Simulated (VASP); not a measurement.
# HfO2 in VASP: how settings move the PBE single point

Aim: see what changed inputs do to the PBE single point of HfO2 in the fluorite structure, under -1.0 % equal strain in all directions.

Code: VASP 6.6.1. PAW datasets, plane waves. Computed at 0 K without zero-point motion; spin polarisation is off.

## 1. The system as given

The cell comes from an earlier relaxation with r2SCAN in another program.

It is cubic, Fm-3m (No. 225); conventional cell a = 5.008 Å, 10.47 Å³ an atom. Hf has 8 O at 2.17 Å; O has 4 Hf at 2.17 Å.

Coordinates:

```xyz
3
Lattice="0.0000 2.5039 2.5039 2.5039 0.0000 2.5039 2.5039 2.5039 0.0000" Properties=species:S:1:pos:R:3 pbc="T T T"
Hf    0.0000    0.0000    0.0000
O     1.2519    1.2519    1.2519
O     3.7558    3.7558    3.7558
```

## 2. Baseline

Input file INCAR:

```
ENCUT = 520.000000
SIGMA = 0.020000
EDIFF = 1.00e-07
GGA = PE
PREC = Accurate
IBRION = -1
ISIF = 2
ISMEAR = -1
NBANDS = 18
NELM = 120
NSW = 0
LASPH = .TRUE.
LCHARG = .TRUE.
LELF = .TRUE.
LWAVE = .FALSE.
LREAL = .FALSE.
```

Input file KPOINTS:

```
KPOINTS created by Atomic Simulation Environment
0
Gamma
8 8 8
0 0 0
```

Input file POSCAR:

```
Hf O
 1.0000000000000000
     0.0000000000000000    2.5038904960999999    2.5038904960999999
     2.5038904960999999    0.0000000000000000    2.5038904960999999
     2.5038904960999999    2.5038904960999999    0.0000000000000000
 Hf  O
   1   2
Cartesian
  0.0000000000000000  0.0000000000000000  0.0000000000000000
  1.2519452480500000  1.2519452480500000  1.2519452480500000
  3.7558357441499997  3.7558357441499997  3.7558357441499997
```

A file KPOINTS_OPT adds named points for the levels; it doesn't enter the self-consistent loop.

Potentials: the recommended PBE PAW datasets, 22 valence electrons.

Run with:

```console
$ mpirun -np 1 vasp_std
```

The closing lines of the self-consistent loop in OSZICAR:

```text
DAV:  13    -0.302073013681E+02   -0.92476E-06   -0.15382E-06  1272   0.965E-03    0.414E-03
DAV:  14    -0.302073016468E+02   -0.27870E-06   -0.12272E-07  1062   0.261E-03    0.687E-03
DAV:  15    -0.302073015753E+02    0.71464E-07   -0.74525E-09   742   0.674E-04
   1 F= -.30207302E+02 E0= -.30207302E+02  d E =-.423972E-13
```

It took 27 s on 1 MPI rank of Intel Xeon Platinum 8488C, shared host; peak memory 0.17 GiB.

Values of the reference: energy (σ→0) -30.2073 eV, pressure 10.53 GPa, gap on the mesh 3.90 eV.

## 3. Altered input 1

Input file INCAR:

```
ENCUT = 520.000000
SIGMA = 0.020000
GGA = PE
PREC = Accurate
IBRION = -1
ISIF = 2
ISMEAR = -1
NBANDS = 18
NSW = 0
LASPH = .TRUE.
LCHARG = .FALSE.
LWAVE = .FALSE.
LREAL = .FALSE.
IVDW = 10
EDIFF = 1e-05
NELM = 86
```

KPOINTS is that of step 2.

POSCAR is that of step 2.

Run with:

```console
$ mpirun -np 1 vasp_std
```

Printed to the terminal (iteration lines stand in OSZICAR):

```text
POSCAR found type information on POSCAR HfO
 POSCAR found :  2 types and       3 ions
 LDA part: xc-table for (Slater+PW92), standard interpolation
 POSCAR, INCAR and KPOINTS ok, starting setup
 FFT: planning ... GRIDC
 FFT: planning ... GRID_SOFT
 FFT: planning ... GRID
 WAVECAR not read
 entering main loop
```

OSZICAR:

```text
N       E                     dE             d eps       ncg     rms          rms(c)
DAV:   1     0.908209997969E+02    0.90821E+02   -0.12517E+04  1044   0.121E+03
DAV:   2    -0.319193726130E+02   -0.12274E+03   -0.11859E+03  1352   0.289E+02
DAV:   3    -0.358971562631E+02   -0.39778E+01   -0.39637E+01  1186   0.456E+01
DAV:   4    -0.359220519395E+02   -0.24896E-01   -0.24871E-01  1292   0.385E+00
DAV:   5    -0.359221908495E+02   -0.13891E-03   -0.13891E-03  1174   0.276E-01    0.519E+01
DAV:   6    -0.303144713236E+02    0.56077E+01   -0.19560E+01  1072   0.326E+01    0.440E+01
DAV:   7    -0.302374431395E+02    0.77028E-01   -0.64465E-01  1204   0.664E+00    0.299E+01
DAV:   8    -0.302245703380E+02    0.12873E-01   -0.22697E-01  1160   0.445E+00    0.908E+00
DAV:   9    -0.302071725637E+02    0.17398E-01   -0.57993E-02  1136   0.198E+00    0.255E+00
DAV:  10    -0.302072438516E+02   -0.71288E-04   -0.31967E-03  1166   0.435E-01    0.198E-01
DAV:  11    -0.302072915250E+02   -0.47673E-04   -0.15744E-04  1206   0.111E-01    0.201E-01
DAV:  12    -0.302073004355E+02   -0.89104E-05   -0.33296E-05  1124   0.393E-02
   1 F= -.32383116E+02 E0= -.32383116E+02  d E =-.693080E-13
```

From OUTCAR:

```text
k-points           NKPTS =     29   k-points in BZ     NKDIM =     29   number of bands    NBANDS=     18

   NELECT =      22.0000    total number of electrons

   dimension x,y,z NGX =    28 NGY =   28 NGZ =   28
   dimension x,y,z NGXF=    56 NGYF=   56 NGZF=   56

  energy-cutoff  :      520.00
  volume of cell :       31.40
      direct lattice vectors                 reciprocal lattice vectors
     0.000000000  2.503890496  2.503890496    -0.199689244  0.199689244  0.199689244
     2.503890496  0.000000000  2.503890496     0.199689244 -0.199689244  0.199689244
     2.503890496  2.503890496  0.000000000     0.199689244  0.199689244 -0.199689244

 k-points in reciprocal lattice and weights: KPOINTS created by Atomic Simulation Env
   0.00000000  0.00000000  0.00000000       0.002
   0.12500000  0.00000000  0.00000000       0.016
   0.25000000  0.00000000  0.00000000       0.016
   0.37500000  0.00000000  0.00000000       0.016
   0.50000000  0.00000000  0.00000000       0.008
   0.12500000  0.12500000  0.00000000       0.012
   0.25000000  0.12500000  0.00000000       0.047
   0.37500000  0.12500000  0.00000000       0.047
[... 21 more k-points ...]

 E-fermi :   5.1059

 k-point     1 :       0.0000    0.0000    0.0000
  band No.  band energies     occupation
      1     -24.9169      2.00000
      2     -24.9169      2.00000
      3     -24.9169      2.00000
      4     -14.3659      2.00000
      5     -11.1444      2.00000
      6      -0.9734      2.00000
      7      -0.9734      2.00000
      8      -0.9734      2.00000
      9       3.9763      2.00000
     10       3.9763      2.00000
     11       3.9763      2.00000
     12       8.5698      0.00000
     13       8.5698      0.00000
     14      10.7350      0.00000
     15      15.4988      0.00000
     16      15.4988      0.00000
     17      15.4988      0.00000
     18      18.7886      0.00000

 k-point     2 :       0.1250    0.0000    0.0000
  band No.  band energies     occupation
      1     -24.9981      2.00000
      2     -24.9256      2.00000
      3     -24.9256      2.00000
      4     -14.1373      2.00000
      5     -11.3299      2.00000
      6      -0.8157      2.00000
      7      -0.8157      2.00000
      8      -0.5276      2.00000
      9       3.5174      2.00000
     10       3.6777      2.00000
     11       3.6777      2.00000
     12       8.8820      0.00000
     13       8.8820      0.00000
     14      11.3417      0.00000
     15      14.7486      0.00000
     16      15.2104      0.00000
     17      15.2104      0.00000
     18      18.2910      0.00000

[... the tables of k-points 3 to 29 left out ...]

  Total       1.96755     1.96755     1.96755    -0.00000    -0.00000     0.00000
  in kB     100.40635   100.40635   100.40635    -0.00000    -0.00000     0.00000
  external pressure =      100.41 kB  Pullay stress =        0.00 kB

 POSITION                                       TOTAL-FORCE (eV/Angst)
 -----------------------------------------------------------------------------------
      0.00000      0.00000      0.00000         0.000000      0.000000      0.000000
      1.25195      1.25195      1.25195         0.000000     -0.000000     -0.000000
      3.75584      3.75584      3.75584        -0.000000      0.000000      0.000000
 -----------------------------------------------------------------------------------
    total drift:                                0.000000      0.000000      0.000000

  FREE ENERGIE OF THE ION-ELECTRON SYSTEM (eV)
  ---------------------------------------------------
  free  energy   TOTEN  =       -32.3831160279 eV

  energy  without entropy=      -32.3831160279  energy(sigma->0) =      -32.38311603
```

It took 20 s on 1 MPI rank of Intel Xeon Platinum 8488C, shared host; peak memory 0.16 GiB.

Changed: IVDW = 10, EDIFF = 1e-05, NELM = 86. The run ends normally. Its total energy is on another scale than the reference's; the pressure goes from 10.5 to 10.0 GPa. The dispersion term adds attraction between the atoms and leaves the bands as they are.

## 4. Altered input 2

Input file INCAR:

```
ENCUT = 520.000000
SIGMA = 0.020000
EDIFF = 1.00e-07
PREC = Accurate
IBRION = -1
ISIF = 2
ISMEAR = -1
NBANDS = 18
NSW = 0
LASPH = .TRUE.
LCHARG = .FALSE.
LWAVE = .FALSE.
LREAL = .FALSE.
LDAU = .TRUE.
LDAUTYPE = 2
LDAUL = 2 -1
LDAUU = 2.0 0
LDAUJ = 0 0
LMAXMIX = 4
GGA = PE
NELMIN = 4
NELM = 81
```

KPOINTS is that of step 2.

POSCAR is that of step 2.

Run with:

```console
$ mpirun -np 1 vasp_std
```

Standard output, without the iteration lines:

```text
POSCAR found type information on POSCAR HfO
 POSCAR found :  2 types and       3 ions
 LDA part: xc-table for (Slater+PW92), standard interpolation
 POSCAR, INCAR and KPOINTS ok, starting setup
 FFT: planning ... GRIDC
 FFT: planning ... GRID_SOFT
 FFT: planning ... GRID
 WAVECAR not read
 entering main loop
```

OSZICAR:

```text
N       E                     dE             d eps       ncg     rms          rms(c)
DAV:   1     0.922392534370E+02    0.92239E+02   -0.12513E+04  1044   0.121E+03
DAV:   2    -0.310424131885E+02   -0.12328E+03   -0.11907E+03  1342   0.289E+02
DAV:   3    -0.350281155074E+02   -0.39857E+01   -0.39720E+01  1196   0.457E+01
DAV:   4    -0.350523759429E+02   -0.24260E-01   -0.24240E-01  1300   0.381E+00
DAV:   5    -0.350525126532E+02   -0.13671E-03   -0.13671E-03  1186   0.274E-01    0.523E+01
DAV:   6    -0.291303669818E+02    0.59221E+01   -0.19914E+01  1072   0.333E+01    0.448E+01
DAV:   7    -0.290511862263E+02    0.79181E-01   -0.68090E-01  1260   0.672E+00    0.310E+01
DAV:   8    -0.290419414067E+02    0.92448E-02   -0.27523E-01  1188   0.483E+00    0.989E+00
DAV:   9    -0.290209923405E+02    0.20949E-01   -0.72179E-02  1164   0.218E+00    0.257E+00
DAV:  10    -0.290210453744E+02   -0.53034E-04   -0.35653E-03  1174   0.467E-01    0.176E-01
DAV:  11    -0.290210973032E+02   -0.51929E-04   -0.16999E-04  1184   0.115E-01    0.229E-01
DAV:  12    -0.290211034618E+02   -0.61586E-05   -0.40118E-05  1172   0.432E-02    0.616E-02
DAV:  13    -0.290211043281E+02   -0.86638E-06   -0.19180E-06  1250   0.113E-02    0.132E-02
DAV:  14    -0.290211046896E+02   -0.36145E-06   -0.20686E-07  1112   0.350E-03    0.852E-03
DAV:  15    -0.290211046117E+02    0.77947E-07   -0.16074E-08   808   0.966E-04
   1 F= -.29021105E+02 E0= -.29021105E+02  d E =-.571361E-11
```

From OUTCAR:

```text
k-points           NKPTS =     29   k-points in BZ     NKDIM =     29   number of bands    NBANDS=     18

   NELECT =      22.0000    total number of electrons

   dimension x,y,z NGX =    28 NGY =   28 NGZ =   28
   dimension x,y,z NGXF=    56 NGYF=   56 NGZF=   56

  energy-cutoff  :      520.00
  volume of cell :       31.40
      direct lattice vectors                 reciprocal lattice vectors
     0.000000000  2.503890496  2.503890496    -0.199689244  0.199689244  0.199689244
     2.503890496  0.000000000  2.503890496     0.199689244 -0.199689244  0.199689244
     2.503890496  2.503890496  0.000000000     0.199689244  0.199689244 -0.199689244

 k-points in reciprocal lattice and weights: KPOINTS created by Atomic Simulation Env
   0.00000000  0.00000000  0.00000000       0.002
   0.12500000  0.00000000  0.00000000       0.016
   0.25000000  0.00000000  0.00000000       0.016
   0.37500000  0.00000000  0.00000000       0.016
   0.50000000  0.00000000  0.00000000       0.008
   0.12500000  0.12500000  0.00000000       0.012
   0.25000000  0.12500000  0.00000000       0.047
   0.37500000  0.12500000  0.00000000       0.047
[... 21 more k-points ...]

 E-fermi :   5.1513

 k-point     1 :       0.0000    0.0000    0.0000
  band No.  band energies     occupation
      1     -25.0987      2.00000
      2     -25.0987      2.00000
      3     -25.0987      2.00000
      4     -14.2588      2.00000
      5     -11.0069      2.00000
      6      -0.7322      2.00000
      7      -0.7322      2.00000
      8      -0.7322      2.00000
      9       4.1036      2.00000
     10       4.1036      2.00000
     11       4.1036      2.00000
     12       9.1803      0.00000
     13       9.1803      0.00000
     14      10.7734      0.00000
     15      15.8706      0.00000
     16      15.8706      0.00000
     17      15.8706      0.00000
     18      18.0663      0.00000

 k-point     2 :       0.1250    0.0000    0.0000
  band No.  band energies     occupation
      1     -25.1773      2.00000
      2     -25.1072      2.00000
      3     -25.1072      2.00000
      4     -14.0311      2.00000
      5     -11.1862      2.00000
      6      -0.5778      2.00000
      7      -0.5778      2.00000
      8      -0.3049      2.00000
      9       3.6383      2.00000
     10       3.8241      2.00000
     11       3.8241      2.00000
     12       9.4733      0.00000
     13       9.4733      0.00000
     14      11.3907      0.00000
     15      15.0841      0.00000
     16      15.5744      0.00000
     17      15.5744      0.00000
     18      18.0569      0.00000

[... the tables of k-points 3 to 29 left out ...]

  Total        3.2822083      3.2822083      3.2822083      0.0000000     -0.0000000     -0.0000000
  in kB      167.4945683    167.4945683    167.4945683      0.0000000     -0.0000000     -0.0000000
  external PRESSURE =     167.4945683 kB  Pullay stress =       0.0000000 kB

 POSITION                                       TOTAL-FORCE (eV/Angst)
 -----------------------------------------------------------------------------------
      0.00000      0.00000      0.00000        -0.000000     -0.000000      0.000000
      1.25195      1.25195      1.25195         0.000000      0.000000      0.000000
      3.75584      3.75584      3.75584        -0.000000     -0.000000     -0.000000
 -----------------------------------------------------------------------------------
    total drift:                                0.000000      0.000000      0.000000

  FREE ENERGIE OF THE ION-ELECTRON SYSTEM (eV)
  ---------------------------------------------------
  free  energy   TOTEN  =       -29.0211046117 eV

  energy  without entropy=      -29.0211046116  energy(sigma->0) =      -29.02110461
```

Run time: 26 s. Hardware: 1 MPI rank of Intel Xeon Platinum 8488C, shared host; peak memory 0.16 GiB.

Changed: LDAU = .TRUE., LDAUTYPE = 2, LDAUL = 2 -1, LDAUU = 2.0 0, LDAUJ = 0 0, LMAXMIX = 4, NELMIN = 4, NELM = 81. VASP runs to the end. Its total energy is on another scale than the reference's; the pressure goes from 10.5 to 16.7 GPa, the gap on the mesh goes from 3.90 to 4.15 eV.

## 5. Comparison

| run | changed | ending | energy change (meV/atom) | pressure (GPa) | gap on the mesh (eV; negative: overlap) | electronic steps | time | usable |
| --- | --- | --- | --- | --- | --- | --- | --- | --- |
| ref. | – | converged | 0 | 10.5 | 3.90 | 15 | 27 s | yes |
| 1 | IVDW = 10, EDIFF = 1e-05, NELM = 86 | converged | – | 10.0 | 3.90 | 12 | 20 s | yes |
| 2 | LDAU = .TRUE., LDAUTYPE = 2, LDAUL = 2 -1, LDAUU = 2.0 0, LDAUJ = 0 0, LMAXMIX = 4, NELMIN = 4, NELM = 81 | converged | – | 16.7 | 4.15 | 15 | 26 s | yes |

**Reading.** Of 2 altered inputs, 2 gave usable results.
